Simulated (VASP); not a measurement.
The system is CdS (Greenockite).

```
CELL_PARAMETERS angstrom
4.15000 0.00000 0.00000
-2.07500 3.59401 0.00000
0.00000 0.00000 6.73700
ATOMIC_POSITIONS crystal
Cd 0.66667 0.33333 0.50000
Cd 0.33333 0.66667 0.00000
S 0.66667 0.33333 0.87500
S 0.33333 0.66667 0.37500
```

| Property | Result |
| --- | --- |
| Program | VASP 6.6.1 |
| Task | relaxation of cell and atoms |
| Functional | PBE |
| Potentials or basis | VASP PAW PBE potentials, release 54 (Cd, S) |
| Cutoff | 580 eV |
| k mesh | 7 × 7 × 4 |
| Occupations | fermi-dirac, width 0.05 eV |
| Spin | no spin polarisation |

At the start: pressure 2.4 GPa; volume 25.12 Å³/atom.

**Question.** Where does the relaxation end?

**Answer.** Over 3 steps the energy falls by 7.7 meV/atom and the volume is 26.18 Å³/atom (+4.2 %); space group P6_3mc (No. 186, to 0.05 Å).

Step by step:
```csv
step,energy change (eV),largest force (eV/Å),pressure (GPa),volume (Å³)
1,0.0000,0.0694,2.39,100.48
2,-0.0281,0.0021,-0.60,106.02
3,-0.0309,0.0145,-0.07,104.71
```

Final structure:
```
CELL_PARAMETERS angstrom
4.20208 0.00000 0.00000
-2.10104 3.63910 0.00000
0.00000 0.00000 6.84722
ATOMIC_POSITIONS crystal
Cd 0.66667 0.33333 0.49962
Cd 0.33333 0.66667 0.99962
S 0.66667 0.33333 0.87538
S 0.33333 0.66667 0.37538
```
